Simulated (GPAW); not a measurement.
# SiC (P6_3mc): G0W0 on several meshes in GPAW

Aim: the GW shift of SiC (P6_3mc) against the k mesh.

Main program and level: GPAW 26.7.0; PBE and many-body steps on it, plane waves.

**1. The starting structure**

Symmetry: P6_3mc, No. 186, hexagonal system. Conventional cell: a = 3.076 Å, b = 3.076 Å, c = 10.071 Å, α = 90.00°, β = 90.00°, γ = 120.00°. Si has 4 C at 1.88 to 1.89 Å nearest. C has 4 Si at 1.88 to 1.89 Å nearest. Nearest to C lie 4 Si at 1.88 to 1.89 Å. Farther neighbours are not listed.

As a file:

```xyz
8
Lattice="3.0757 0.0000 0.0000 -1.5378 2.6636 0.0000 0.0000 0.0000 10.0706" Properties=species:S:1:pos:R:3 pbc="T T T"
Si    1.5378    0.8879    9.4447
Si    0.0000    1.7758    4.4094
Si    0.0000    0.0000    6.9275
Si    0.0000    0.0000    1.8922
C     1.5378    0.8879    7.5510
C     0.0000    1.7758    2.5157
C     0.0000    0.0000    5.0400
C     0.0000    0.0000    0.0046
```

The cell and positions are those that the Materials Project relaxed with its own functionals (PBE, PBE+U or r2SCAN), kept fixed.

**2. Empty states on the mesh, 3×3×2 mesh, 287 bands**

This step: GPAW 26.7.0; DFT, PBE, plane waves, PAW.

The sums over transitions need many empty states on a uniform mesh; this step solves for them.

File run.py:

```python
import json
import numpy as np
from gpaw.mpi import world
from gpaw import GPAW

calc = GPAW('gs.gpw').fixed_density(kpts={'size': (3, 3, 2), 'gamma': True},
    parallel={'domain': 1, 'band': 1},
    txt='nscf.txt')
calc.diagonalize_full_hamiltonian(nbands=287)
calc.write('full.gpw', mode='all')
res = {}
kpts = calc.get_ibz_k_points()
res['kpts'] = kpts
res['eigenvalues'] = [calc.get_eigenvalues(kpt=k) for k in range(len(kpts))]
res['n_electrons'] = calc.get_number_of_electrons()

if world.rank == 0:
    with open('result.json', 'w') as f:
        json.dump(res, f, default=lambda x: x.tolist())
```

Started as:

```console
$ mpirun -n 4 gpaw python run.py
```

Numbers of over 12 decimals in the logs are rounded to 6 here.

What it wrote:

```text
Diagonalizing LCAO Hamiltonian
Converting LCAO to pw mode
convergence criteria:
- Maximum integral of absolute [eigenst]ate change: 4e-08 eV^2 / valence electron
maximum number of iterations: 100

SCF iterations
|iter     |     time |      energy | eigst |  dens |
|iter:   1|  |             | +0.88 |       |
|iter:   2|  |             | -0.38 |       |
|iter:   3|  |             | -1.18 |       |
[...]
|iter:  21|  |             | -7.02 |       |
|iter:  22|  |             | -7.22 |       |
|iter:  23|  |             | -7.41c|       |
SCF steps: 23
  __  _  _
 | _ |_)|_||  |
 |__||  | ||/\| - 26.7.0

Input parameters:
  mode=PW(ecut=600.0),
  convergence={'density': 1e-06, 'bands': -3},
  gpts=array([18, 18, 60]),
  kpts=MonkhorstPack(size=(3, 3, 2), gamma=True),
  maxiter=100,
  nbands=26,
  occupations=Occupations(name='fermi-dirac', width=0.001, fixmagmom=False),
  parallel={'domain': 1, 'band': 1},
  xc=XC(name='PBE')
Matrix size: 2765x2765
# Writing to full.gpw (mode='all')
  [... matrices ...]

timing:  # [seconds]
  Total: 41.059  # ━━━━━━━━━━━━━━━━━━━━━━━━━━━━━━━━━━━━━━━━━━━━━━━━━━━━━━━━━━
```

It took 50 s on 4 MPI ranks of Arm Neoverse V1, shared host; peak memory 2.6 GiB.

Numbers from this step:

| Quantity | Value |
| --- | --- |
| gap | 3.003 eV |
| k of the valence top | 0, 0, 0 |
| k of the conduction bottom | 0.3333, 0, 0 |
| least direct gap | 3.848 eV |
| k points computed | 6 |
| lowest point of the top converged band, above the valence top | 115.3744 eV |

On this mesh the gap is 3.003 eV.

**3. 3×3×2**

Now the one-shot GW correction: screening in the RPA, then the self-energy of the levels asked for.

This step: G0W0 on PBE, plane waves, PAW.

File run.py:

```python
import json
import numpy as np
from gpaw.mpi import world
from gpaw.response.g0w0 import G0W0

gw = G0W0('full.gpw',
    filename='gw',
    kpts=[0, 2],
    bands=(14, 18),
    ecut=78,
    nbands=129,
    integrate_gamma='WS',
    ppa=True)
gw.calculate()
res = {mode: {k: v for k, v in r.items() if k != 'sigma_eskwn'}
       for mode, r in gw.all_results.items()}

if world.rank == 0:
    with open('result.json', 'w') as f:
        json.dump(res, f, default=lambda x: x.tolist())
```

Started as:

```console
$ mpirun -n 4 gpaw python run.py
```

What it wrote:

```text
Using integrator: PointIntegrator
FrequencyGridDescriptor(from 0.000+0.000j to 0.000+27.211j eV, 2 points)
Nonperiodic BCs:  [False False False]
Using integrator: PointIntegrator
FrequencyGridDescriptor(from 0.000+0.000j to 0.000+27.211j eV, 2 points)
Nonperiodic BCs:  [False False False]
  ___  _ _ _
 |   || | | |
 | | || | | |
 |__ ||_____|
 |___|

BZ k-points: Symmetries present (total): 6

  [... matrices ...]
18 k-points: 3 x 3 x 2 Monkhorst-Pack grid + [0.000000,0.000000,1/4]
6 k-points in the irreducible part of the Brillouin zone
       k-points in crystal coordinates                weights
   0:     0.00000000    0.00000000    0.00000000          1/18
   1:     0.00000000    0.00000000    0.50000000          1/18
   2:     0.33333333    0.00000000    0.00000000          6/18
   3:     0.33333333    0.00000000    0.50000000          6/18
   4:     0.33333333    0.33333333    0.00000000          2/18
   5:     0.33333333    0.33333333    0.50000000          2/18

Distributing spins, k-points and bands (1 x 2 x 4) over 4 processes
Number of blocks: 1

Quasi particle states:
k-points (IBZ indices): [0, 2]
Band range: (14, 18)
  [... matrices ...]
Computational parameters:
Plane wave cut-off: 78 eV
Number of bands: 129
Coulomb cutoff: None
Broadening: 0.1 eV

fxc modes: GW
Kernel: RPA
Using Godby-Needs plasmon-pole approximation:
  Fitting energy: i*E0, E0 = 1.000 Hartree
Summing all q:

Calculating screened Coulomb potential
No Coulomb truncation
FrequencyGridDescriptor(from 0.000+0.000j to 0.000+27.211j eV, 2 points)
Removing empty qpoint cache files...

Calculating chi0 body with:
    Ground state adapter containing:
    Number of spins: 1
    Number of kpoints: 18
    Number of irreducible kpoints: 6
    Number of completely occupied states: 16
    Number of partially occupied states: 16
    Occupied states memory: 4.74609375 M / cpu

    Linear response parametrization:
    q_c: [0.0, 0.0, 0.0]
    Number of frequency points: 2
    Planewave cutoff: 78.0
    Number of bands: 129
    Number of planewaves: 135
    Broadening (eta): 1e-06
    comm.size: 4
    kncomm.size: 4
    blockcomm.size: 1

    Memory estimate of potentially large arrays:
        chi0_wGG: 0.556183 M / cpu
Integrating chi0 body.

Symmetries of q_c:
    Direct symmetries (Uq -> q): 6
    Indirect symmetries (TUq -> q): 6
In total 12 allowed symmetries.

  [... matrices ...]
6 groups of equivalent kpoints. 66.666667% reduction.

Integral kind: response function
Integrating chi0 head and wings.

Symmetries of q_c:
    Direct symmetries (Uq -> q): 6
    Indirect symmetries (TUq -> q): 6
In total 12 allowed symmetries.

  [... matrices ...]
6 groups of equivalent kpoints. 66.666667% reduction.

Integral kind: response function wings

Calculating chi0 body with:
    Ground state adapter containing:
    Number of spins: 1
    Number of kpoints: 18
    Number of irreducible kpoints: 6
    Number of completely occupied states: 16
    Number of partially occupied states: 16
    Occupied states memory: 4.74609375 M / cpu

[... the further q-points ...]

Results:
f:      Occupation numbers
eps:     KS-eigenvalues [eV]
vxc:     KS vxc [eV]
exx:     Exact exchange [eV]
sigma:   Self-energies [eV]
dsigma:  Self-energy derivatives
Z:       Renormalization factors
qp:      QP-energies [eV]

k-point 0 (0): (0.000, 0.000, 0.000)                GW
band       f     eps     vxc     exx   sigma  dsigma       Z      qp
                                                                   GW
  14   1.000   8.354 -15.781 -18.689   2.735  -0.248   0.802   8.215
  15   1.000   8.354 -15.780 -18.689   2.735  -0.248   0.802   8.215
  16   0.000  13.470 -14.475  -8.809  -4.563  -0.231   0.812  14.366
  17   0.000  14.053 -14.449  -8.646  -4.667  -0.233   0.811  14.974

k-point 1 (2): (0.333, 0.000, 0.000)                GW
band       f     eps     vxc     exx   sigma  dsigma       Z      qp
                                                                   GW
  14   1.000   6.982 -15.170 -18.000   2.544  -0.247   0.802   6.753
  15   1.000   7.509 -15.696 -18.854   2.863  -0.251   0.800   7.273
  16   0.000  11.357 -12.144  -7.271  -4.128  -0.215   0.823  11.970
  17   0.000  11.594 -11.857  -7.022  -4.107  -0.216   0.822  12.193
```

Run time: 21 s. Hardware: 4 MPI ranks; peak memory 1.2 GiB; 85 s of CPU time.

This step gave:

```yaml
g0w0_gap_on_the_points_computed: 3.755 eV
least_direct_g0w0_gap_on_the_computed_points: 4.697 eV
z_at_the_valence_top: 0.8016
z_at_the_conduction_bottom: 0.8230
starting_gap_on_the_mesh: 3.003 eV
k_of_the_valence_top: 0, 0, 0
k_of_the_conduction_bottom: 0.3333, 0, 0
```

The gap on the mesh goes from 3.00 eV to 3.76 eV, a correction of +0.75 eV.

**4. Empty states on the mesh, 3×3×1 mesh, 139 bands**

This step: DFT, PBE, plane waves, PAW.

File run.py:

```python
import json
import numpy as np
from gpaw.mpi import world
from gpaw import GPAW

calc = GPAW('gs.gpw').fixed_density(kpts={'size': (3, 3, 1), 'gamma': True},
    nbands=162,
    convergence={'bands': 139},
    txt='nscf.txt')
calc.write('full.gpw', mode='all')
res = {}
kpts = calc.get_ibz_k_points()
res['kpts'] = kpts
res['eigenvalues'] = [calc.get_eigenvalues(kpt=k) for k in range(len(kpts))]
res['n_electrons'] = calc.get_number_of_electrons()

if world.rank == 0:
    with open('result.json', 'w') as f:
        json.dump(res, f, default=lambda x: x.tolist())
```

Started as:

```console
$ mpirun -n 4 gpaw python run.py
```

What it wrote:

```text
Diagonalizing LCAO Hamiltonian
Converting LCAO to pw mode
convergence criteria:
- Maximum integral of absolute [eigenst]ate change: 4e-08 eV^2 / valence electron
maximum number of iterations: 100

SCF iterations
|iter     |     time |      energy | eigst |  dens |
|iter:   1|  |             | +4.21 |       |
|iter:   2|  |             | +3.05 |       |
|iter:   3|  |             | +1.97 |       |
[...]
|iter:  14|  |             | -7.10 |       |
|iter:  15|  |             | -7.38 |       |
|iter:  16|  |             | -7.80c|       |
SCF steps: 16
  __  _  _
 | _ |_)|_||  |
 |__||  | ||/\| - 26.7.0

Input parameters:
  mode=PW(ecut=600.0),
  convergence={'bands': 139},
  gpts=array([18, 18, 60]),
  kpts=MonkhorstPack(size=(3, 3, 1), gamma=True),
  maxiter=100,
  nbands=162,
  occupations=Occupations(name='fermi-dirac', width=0.001, fixmagmom=False),
  parallel={},
  xc=XC(name='PBE')
# Writing to full.gpw (mode='all')
  [... matrices ...]

timing:  # [seconds]
  Total: 0.049  # ━━━━━━━━━━━━━━━━━━━━━━━━━━━━━━━━━━━━━━━━━━━━━━━━━━━━━━━━━━━
```

Wall time 18 s (4 MPI ranks); peak memory 0.69 GiB.

Numbers from this step:

```yaml
gap: 3.003 eV
k_of_the_valence_top: 0, 0, 0
k_of_the_conduction_bottom: 0.3333, 0, 0
least_direct_gap: 3.848 eV
k_points_computed: 3
lowest_point_of_the_top_converged_band_above_the_valence_top: 64.2536 eV
```

On this mesh the gap is 3.003 eV.

**5. 3×3×1**

This step: G0W0 on PBE, plane waves, PAW.

File run.py:

```python
import json
import numpy as np
from gpaw.mpi import world
from gpaw.response.g0w0 import G0W0

gw = G0W0('full.gpw',
    filename='gw',
    kpts=[0, 1],
    bands=(14, 18),
    ecut=78,
    nbands=129,
    integrate_gamma='WS',
    ppa=True)
gw.calculate()
res = {mode: {k: v for k, v in r.items() if k != 'sigma_eskwn'}
       for mode, r in gw.all_results.items()}

if world.rank == 0:
    with open('result.json', 'w') as f:
        json.dump(res, f, default=lambda x: x.tolist())
```

Started as:

```console
$ mpirun -n 4 gpaw python run.py
```

What it wrote:

```text
Using integrator: PointIntegrator
FrequencyGridDescriptor(from 0.000+0.000j to 0.000+27.211j eV, 2 points)
Nonperiodic BCs:  [False False False]
Using integrator: PointIntegrator
FrequencyGridDescriptor(from 0.000+0.000j to 0.000+27.211j eV, 2 points)
Nonperiodic BCs:  [False False False]
  ___  _ _ _
 |   || | | |
 | | || | | |
 |__ ||_____|
 |___|

BZ k-points: Symmetries present (total): 6

  [... matrices ...]
9 k-points: 3 x 3 x 1 Monkhorst-Pack grid
3 k-points in the irreducible part of the Brillouin zone
       k-points in crystal coordinates                weights
   0:     0.00000000    0.00000000    0.00000000          1/9
   1:     0.33333333    0.00000000    0.00000000          6/9
   2:     0.33333333    0.33333333    0.00000000          2/9

Distributing spins, k-points and bands (1 x 2 x 4) over 4 processes
Number of blocks: 1

Quasi particle states:
k-points (IBZ indices): [0, 1]
Band range: (14, 18)
  [... matrices ...]
Computational parameters:
Plane wave cut-off: 78 eV
Number of bands: 129
Coulomb cutoff: None
Broadening: 0.1 eV

fxc modes: GW
Kernel: RPA
Using Godby-Needs plasmon-pole approximation:
  Fitting energy: i*E0, E0 = 1.000 Hartree
Summing all q:

Calculating screened Coulomb potential
No Coulomb truncation
FrequencyGridDescriptor(from 0.000+0.000j to 0.000+27.211j eV, 2 points)
Removing empty qpoint cache files...

Calculating chi0 body with:
    Ground state adapter containing:
    Number of spins: 1
    Number of kpoints: 9
    Number of irreducible kpoints: 3
    Number of completely occupied states: 16
    Number of partially occupied states: 16
    Occupied states memory: 4.74609375 M / cpu

    Linear response parametrization:
    q_c: [0.0, 0.0, 0.0]
    Number of frequency points: 2
    Planewave cutoff: 78.0
    Number of bands: 129
    Number of planewaves: 135
    Broadening (eta): 1e-06
    comm.size: 4
    kncomm.size: 4
    blockcomm.size: 1

    Memory estimate of potentially large arrays:
        chi0_wGG: 0.556183 M / cpu
Integrating chi0 body.

Symmetries of q_c:
    Direct symmetries (Uq -> q): 6
    Indirect symmetries (TUq -> q): 6
In total 12 allowed symmetries.

  [... matrices ...]
3 groups of equivalent kpoints. 66.666667% reduction.

Integral kind: response function
Integrating chi0 head and wings.

Symmetries of q_c:
    Direct symmetries (Uq -> q): 6
    Indirect symmetries (TUq -> q): 6
In total 12 allowed symmetries.

  [... matrices ...]
3 groups of equivalent kpoints. 66.666667% reduction.

Integral kind: response function wings

Calculating chi0 body with:
    Ground state adapter containing:
    Number of spins: 1
    Number of kpoints: 9
    Number of irreducible kpoints: 3
    Number of completely occupied states: 16
    Number of partially occupied states: 16
    Occupied states memory: 4.74609375 M / cpu

[... the further q-points ...]

Results:
f:      Occupation numbers
eps:     KS-eigenvalues [eV]
vxc:     KS vxc [eV]
exx:     Exact exchange [eV]
sigma:   Self-energies [eV]
dsigma:  Self-energy derivatives
Z:       Renormalization factors
qp:      QP-energies [eV]

k-point 0 (0): (0.000, 0.000, 0.000)                GW
band       f     eps     vxc     exx   sigma  dsigma       Z      qp
                                                                   GW
  14   1.000   8.354 -15.781 -18.685   2.740  -0.248   0.801   8.222
  15   1.000   8.354 -15.780 -18.685   2.740  -0.248   0.801   8.222
  16   0.000  13.470 -14.475  -8.801  -4.575  -0.231   0.812  14.363
[...]
k-point 1 (1): (0.333, 0.000, 0.000)                GW
band       f     eps     vxc     exx   sigma  dsigma       Z      qp
                                                                   GW
[...]
16   0.000  11.357 -12.144  -7.256  -4.149  -0.215   0.823  11.965
  17   0.000  11.594 -11.857  -6.991  -4.142  -0.217   0.822  12.188
```

The job ended after 10 s (4 MPI ranks; peak memory 1.1 GiB; 40 s of CPU time).

Numbers from this step:

| Quantity | Value |
| --- | --- |
| G0W0 gap on the points computed | 3.743 eV |
| least direct G0W0 gap on the computed points | 4.686 eV |
| Z at the valence top | 0.8015 |
| Z at the conduction bottom | 0.8228 |
| starting gap on the mesh | 3.003 eV |
| k of the valence top | 0, 0, 0 |
| k of the conduction bottom | 0.3333, 0, 0 |

Against G0W0 in GPAW (3×3×2 mesh, 129 bands, screening to 78 eV, Godby-Needs plasmon pole), the gap moves by −0.012 eV.

**6. Side by side**

Times are wall times on 4 MPI ranks of Arm Neoverse V1, shared host, good to a factor of about two.

| run | mesh | bands | screening cutoff (eV) | DFT gap (eV) | gap on the mesh (eV) | direct (eV) | time |
| --- | --- | --- | --- | --- | --- | --- | --- |
| 3×3×2 | 3×3×2 | 129 | 78 | 3.003 | 3.755 | 4.697 | 21 s |
| 3×3×1 | 3×3×1 | 129 | 78 | 3.003 | 3.743 | 4.686 | 10 s |

**7. Summary of results**

| Item | Value |
| --- | --- |
| 3×3×2 | 3.755 eV |
| 3×3×1 | 3.743 eV |
| known limits | not at the basis limit; coarse k mesh |

In words: 3×3×1: −0.012 eV against 3×3×2. Bands and cutoff are finite, so the gap is not at the basis limit. The miss can reach some tenths of an eV and take either sign; the mesh is an error of its own. These stock PAW sets were not made for GW. In the G0W0 runs levels were corrected at 2 k points alone, so a gap called «on the mesh» is the least over those, and an edge elsewhere would be missed. A denser mesh or path gives a starting gap of 2.22 eV: the GW mesh misses a band edge, so its gaps are not the fundamental one. The 3×3×2 mesh is coarse for this cell, which bears on the long-range parts of exchange and screening.

[Paths, hosts, dates, memory and timing lines, banners, echoed tables and standing remarks are left out of the program output.]

[Logs are printed without paths, hosts, clocks, repeated set-up lines and the standing remarks that a program may print on its own settings, such as how far it seeks lower states.]

[Runs of the session that timed out or met a known fault of the program may be left out.]

[Hosts, paths, dates, database ids (printed as entryN), source tags and the programs' standing remarks are cut or masked in the printed files.]
